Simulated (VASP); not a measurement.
# HgTe (F-43m) in VASP: settings compared

The runs below take HgTe through band structure, with HSE06, PBEsol.

All numbers are computed with VASP 6.6.1; they aren't measurements. Logs are shortened: lines on timing, memory, paths and dates and some standing lists are left out, and cuts for length are marked.

### 1 Starting point

It takes space group F-43m (No. 216, cubic). The conventional cell has a = 6.516 Å, b = 6.516 Å, c = 6.516 Å, α = 90.00°, β = 90.00°, γ = 90.00°. Hg (site symmetry -43m) has 4 Te at 2.82 Å as nearest neighbours. Te (site symmetry -43m) is surrounded by 4 Hg at 2.82 Å.

### 2 Band structure, HSE06, spin-orbit coupling, no magnetisation

File POSCAR:

```
HgTe                                    
1.0
    0.0000000000      3.2580088207      3.2580088207
    3.2580088207      0.0000000000      3.2580088207
    3.2580088207      3.2580088207      0.0000000000
  Hg              Te            
     1     1
Direct
     0.0000000000000000    0.0000000000000000    0.0000000000000000
     0.2500000000000000    0.2500000000000000    0.2500000000000000
```

File INCAR.step1:

```
SYSTEM = HgTe
ALGO = Normal
EDIFF = 1E-5
ENCUT = 520
GGA = PE
GGA_COMPAT = .FALSE.
ISIF = 2
ISMEAR = 0
KPAR = 2
LASPH = .TRUE.
LCHARG = .FALSE.
LNONCOLLINEAR = .TRUE.
LORBIT = 11
LREAL = .FALSE.
LSORBIT = .TRUE.
LWAVE = .TRUE.
MAGMOM = 0 0 0 0 0 0
NBANDS = 32
NELM = 80
PREC = Accurate
SIGMA = 0.03
```

File INCAR.step2:

```
SYSTEM = HgTe
ALGO = Normal
EDIFF = 1E-6
ENCUT = 520
GGA = PE
GGA_COMPAT = .FALSE.
HFSCREEN = 0.2
ISIF = 2
ISMEAR = 0
ISTART = 1
KPAR = 2
LASPH = .TRUE.
LCHARG = .FALSE.
LHFCALC = .TRUE.
LNONCOLLINEAR = .TRUE.
LORBIT = 11
LREAL = .FALSE.
LSORBIT = .TRUE.
LWAVE = .FALSE.
MAGMOM = 0 0 0 0 0 0
NBANDS = 32
NELM = 80
PREC = Accurate
PRECFOCK = Fast
SIGMA = 0.03
```

File KPOINTS:

```
k-points
0
G
  4 4 4
  0 0 0
```

File KPOINTS_OPT:

```
explicit points
9
Reciprocal
 0.0000000000  0.0000000000  0.0000000000 1
 0.3750000000  0.3750000000  0.7500000000 1
 0.5000000000  0.5000000000  0.5000000000 1
 0.6250000000  0.2500000000  0.6250000000 1
 0.5000000000  0.2500000000  0.7500000000 1
 0.5000000000  0.0000000000  0.5000000000 1
 0.4000000000  0.0000000000  0.4000000000 1
 0.4250000000  0.0000000000  0.4250000000 1
 0.4500000000  0.0000000000  0.4500000000 1
```

Potentials or basis: VASP PAW PBE potentials, release 64 (Hg, Te).

Launch:

```
$ cat potpaw_PBE.64/Hg/POTCAR potpaw_PBE.64/Te/POTCAR > POTCAR
$ cp INCAR.step1 INCAR
$ mpirun -np 2 vasp_ncl > vasp.out
$ cp INCAR.step2 INCAR
$ mpirun -np 2 vasp_ncl > vasp.out
```

OUTCAR:

```text
SYSTEM = HgTe
   EDIFF = 1E-6
   ENCUT = 520
   GGA = PE
   HFSCREEN = 0.2
   ISIF = 2
   ISMEAR = 0
   ISTART = 1
   LASPH = .TRUE.
   LHFCALC = .TRUE.
   LNONCOLLINEAR = .TRUE.
   LORBIT = 11
   LREAL = .FALSE.
   LSORBIT = .TRUE.
   NELM = 80
   PREC = Accurate
   PRECFOCK = Fast

 ion  position               nearest neighbor table
   1  0.000  0.000  0.000-   2 2.82   2 2.82   2 2.82   2 2.82
   2  0.250  0.250  0.250-   1 2.82   1 2.82   1 2.82   1 2.82

  LATTYP: Found a face centered cubic cell.
 ALAT       =     6.5160176414

  Lattice vectors:

 A1 = (   0.0000000000,   3.2580088207,   3.2580088207)
 A2 = (   3.2580088207,   0.0000000000,   3.2580088207)
 A3 = (   3.2580088207,   3.2580088207,   0.0000000000)

Analysis of symmetry for initial positions (statically):
=====================================================================
 Subroutine PRICEL returns:
 Original cell was already a primitive cell.

 Routine SETGRP: Setting up the symmetry group for a
 face centered cubic supercell.

 Subroutine GETGRP returns: Found 24 space group operations
 (whereof 24 operations were pure point group operations)
 out of a pool of 48 trial point group operations.

The static configuration has the point symmetry T_d .

Analysis of symmetry for dynamics (positions and initial velocities):
=====================================================================
 Subroutine PRICEL returns:
 Original cell was already a primitive cell.

 Routine SETGRP: Setting up the symmetry group for a
 face centered cubic supercell.

 Subroutine GETGRP returns: Found 24 space group operations
 (whereof 24 operations were pure point group operations)
 out of a pool of 48 trial point group operations.

The dynamic configuration has the point symmetry T_d .

Analysis of structural, dynamic, and magnetic symmetry:
=====================================================================
 Subroutine PRICEL returns:
 Original cell was already a primitive cell.

 Routine SETGRP: Setting up the symmetry group for a
 face centered cubic supercell.

 Subroutine GETGRP returns: Found 24 space group operations
 (whereof 24 operations were pure point group operations)
 out of a pool of 48 trial point group operations.

The overall configuration has the point symmetry T_d .

 Subroutine INISYM returns: Found 24 space group operations
 (whereof 24 operations are pure point group operations),
 and found     1 'primitive' translations

----------------------------------------------------------------------------------------

                                     Primitive cell

  volume of cell :      69.1651

  direct lattice vectors                    reciprocal lattice vectors
     0.000000000  3.258008821  3.258008821    -0.153467970  0.153467970  0.153467970
     3.258008821  0.000000000  3.258008821     0.153467970 -0.153467970  0.153467970
     3.258008821  3.258008821  0.000000000     0.153467970  0.153467970 -0.153467970

  length of vectors
     4.607520261  4.607520261  4.607520261     0.265814321  0.265814321  0.265814321

  position of ions in fractional coordinates (direct lattice)
     0.000000000  0.000000000  0.000000000
     0.250000000  0.250000000  0.250000000

  ion indices of the primitive-cell ions
   primitive index   ion index
                 1           1
                 2           2

----------------------------------------------------------------------------------------

 KPOINTS: k-points

Automatic generation of k-mesh.
 Grid dimensions read from file:
[... 70 lines left out ...]
     AMIX_MAG =   1.60;   BMIX_MAG =  1.00
  volume/ion in A,a.u.               =      34.58       233.37
  Fermi-wavevector in a.u.,A,eV,Ry     =   1.045210  1.975160 14.863864  1.092463
  Thomas-Fermi vector in A             =   2.179996
   LORBIT       =     11    0 simple, 1 ext, 2 COOP (PROOUT), +10 PAW based schemes
   GGA     = PE    functional components
   LHFCALC =     T    Hartree Fock is set to
   PRECFOCK=fast      Normal, Fast or Accurate (Low or Medium for compatibility)
   ENCUT4O =  -1.0   cutoff for four orbital integrals eV
   NKREDX  =     1    reduce k-point grid by
   NKREDY  =     1    reduce k-point grid by
   NKREDZ  =     1    reduce k-point grid by
   AEXX    =    0.2500 exact exchange contribution
   HFSCREEN=    0.2000 screening length (either q_TF or 0.3 A-1)
   HFSCREENC=   0.2000 screening length for correlation (either q_TF or 0.3 A-1)
   ENCUTFOCK=  -1.0 apply spherical cutoff to Coloumb kernel
   IVDW    =     0    specifies the selected vdW correction
   LEPSILON=     F    determine dielectric tensor
   LRPA    =     F    only Hartree local field effects (RPA)
 Gauss-broadening in eV      SIGMA  =   0.03
  energy-cutoff  :      520.00
  volume of cell :       69.17
 maximum number of plane-waves:      3784
 NGX is ok and might be reduce to    36
  NGX = 20; NGY = 20; NGZ = 20

 number of electron      18.0000002 magnetization      -0.0001611     -0.0002153     -0.0002502

 Free energy of the ion-electron system (eV)
  ---------------------------------------------------
  ext. energy  EPLUGINS =         0.00000000
  ---------------------------------------------------
  free energy    TOTEN  =        -5.05795654 eV

  energy without entropy =       -5.05742805  energy(sigma->0) =       -5.05769229

 E-fermi :   2.6809     XC(G=0):  -7.1870

 val. band max:        2.6805364553   @ k =   0.0000   0.0000   0.0000
 cond. band min:       2.6811674347   @ k =   0.0000   0.0000   0.0000
 fundamental gap:      0.0006309794
 Fermi energy:         2.6808699073

 k-point     1 :       0.0000    0.0000    0.0000
  band No.  band energies     occupation
      1     -10.4582      1.00000
      2     -10.4579      1.00000
      3      -6.8628      1.00000
      4      -6.8628      1.00000
      5      -6.8628      1.00000
      6      -6.8627      1.00000
[... 319 lines left out ...]
     29      14.2802      0.00000
     30      14.4292      0.00000
 [bands above 30 left out]

------------------------ aborting loop because EDIFF is reached ----------------------------------------

  FORCE on cell =-STRESS in cart. coord.  units (eV):
  Direction    XX          YY          ZZ          XY          YZ          ZX
  --------------------------------------------------------------------------------------
  -------------------------------------------------------------------------------------
  Total        0.4601268      0.4601268      0.4601268     -0.0000000     -0.0000000      0.0000000
  in kB       10.6586294     10.6586294     10.6586294     -0.0000000     -0.0000000      0.0000000
  external PRESSURE =      10.6586294 kB  Pullay stress =       0.0000000 kB

 VOLUME and BASIS-vectors are now :
 -----------------------------------------------------------------------------
  energy-cutoff  :      520.00
  volume of cell :       69.17
      direct lattice vectors                 reciprocal lattice vectors
     0.000000000  3.258008821  3.258008821    -0.153467970  0.153467970  0.153467970
     3.258008821  0.000000000  3.258008821     0.153467970 -0.153467970  0.153467970
     3.258008821  3.258008821  0.000000000     0.153467970  0.153467970 -0.153467970

 POSITION                                       TOTAL-FORCE (eV/Angst)
 -----------------------------------------------------------------------------------
      0.00000      0.00000      0.00000         0.000000      0.000000      0.000000
      1.62900      1.62900      1.62900        -0.000000     -0.000000     -0.000000
 -----------------------------------------------------------------------------------
    total drift:                                0.000035     -0.000007      0.000005

  FREE ENERGIE OF THE ION-ELECTRON SYSTEM (eV)
  ---------------------------------------------------
  free  energy   TOTEN  =        -5.0579565447 eV

  energy  without entropy=       -5.0574280453  energy(sigma->0) =       -5.05769229

 Spin-Orbit-Coupling matrix elements

 Ion:    1  E_soc:     -0.5639485
 l=   1
     0.0000000    -0.0283553    -0.0283551
    -0.0283553     0.0000000    -0.0283478
    -0.0283551    -0.0283478     0.0000000
 l=   2
     0.0000000    -0.0130561     0.0000000    -0.0130438    -0.0525899
    -0.0130561     0.0000000    -0.0394430    -0.0130441    -0.0131468
     0.0000000    -0.0394430     0.0000000    -0.0394443     0.0000000
    -0.0130438    -0.0130441    -0.0394443     0.0000000    -0.0131481
    -0.0525899    -0.0131468     0.0000000    -0.0131481     0.0000000
 l=   3
     0.0000000     0.0000000     0.0000000     0.0000000     0.0000000     0.0000000     0.0000000
     0.0000000     0.0000000     0.0000000     0.0000000     0.0000000     0.0000000     0.0000000
     0.0000000     0.0000000     0.0000000     0.0000000     0.0000000     0.0000000     0.0000000
     0.0000000     0.0000000     0.0000000     0.0000000     0.0000000     0.0000000     0.0000000
     0.0000000     0.0000000     0.0000000     0.0000000     0.0000000     0.0000000     0.0000000
     0.0000000     0.0000000     0.0000000     0.0000000     0.0000000     0.0000000     0.0000000
     0.0000000     0.0000000     0.0000000     0.0000000     0.0000000     0.0000000     0.0000000

 Ion:    2  E_soc:     -0.2035534
 l=   1
     0.0000000    -0.0338207    -0.0338193
    -0.0338207     0.0000000    -0.0337706
    -0.0338193    -0.0337706     0.0000000
 l=   2
     0.0000000    -0.0000561     0.0000000    -0.0000561    -0.0000660
    -0.0000561     0.0000000    -0.0000495    -0.0000561    -0.0000165
     0.0000000    -0.0000495     0.0000000    -0.0000495     0.0000000
    -0.0000561    -0.0000561    -0.0000495     0.0000000    -0.0000165
    -0.0000660    -0.0000165     0.0000000    -0.0000165     0.0000000
 l=   3
     0.0000000     0.0000000     0.0000000     0.0000000     0.0000000     0.0000000     0.0000000
     0.0000000     0.0000000     0.0000000     0.0000000     0.0000000     0.0000000     0.0000000
     0.0000000     0.0000000     0.0000000     0.0000000     0.0000000     0.0000000     0.0000000
     0.0000000     0.0000000     0.0000000     0.0000000     0.0000000     0.0000000     0.0000000
     0.0000000     0.0000000     0.0000000     0.0000000     0.0000000     0.0000000     0.0000000
     0.0000000     0.0000000     0.0000000     0.0000000     0.0000000     0.0000000     0.0000000
     0.0000000     0.0000000     0.0000000     0.0000000     0.0000000     0.0000000     0.0000000

 total charge

# of ion       s       p       d       tot
------------------------------------------
    1        0.702   0.412   9.398  10.512
    2        1.324   2.132   0.029   3.485
--------------------------------------------------
tot          2.027   2.544   9.426  13.997

 magnetization (x)

# of ion       s       p       d       tot
------------------------------------------
    1        0.000  -0.000   0.000   0.000
    2       -0.000  -0.000   0.000  -0.000
--------------------------------------------------
tot          0.000  -0.000   0.000   0.000

 magnetization (y)

# of ion       s       p       d       tot
------------------------------------------
    1        0.000   0.000   0.000   0.000
    2        0.000  -0.000   0.000  -0.000
--------------------------------------------------
tot          0.000   0.000   0.000   0.000

 magnetization (z)

# of ion       s       p       d       tot
------------------------------------------
    1        0.000  -0.000   0.000  -0.000
    2        0.000   0.000  -0.000   0.000
--------------------------------------------------
tot          0.000  -0.000   0.000  -0.000
```

It took 21 min on 2 MPI ranks of AMD EPYC 9R45 (Zen 5), shared host; peak memory 0.47 GiB.

What came out:

* Free energy: -5.0580 eV
* Pressure: 1.1 GPa
* Valence electrons inside the program's atomic spheres: Hg 10.51; Te 3.48

Caveat: the k mesh is coarse (spacing up to 0.42 Å⁻¹), so the values aren't converged, least of all with exact exchange; the PAW data sets were made with another functional, which shifts forces and pressure a little.

(Part 1 of 2 ends here.)
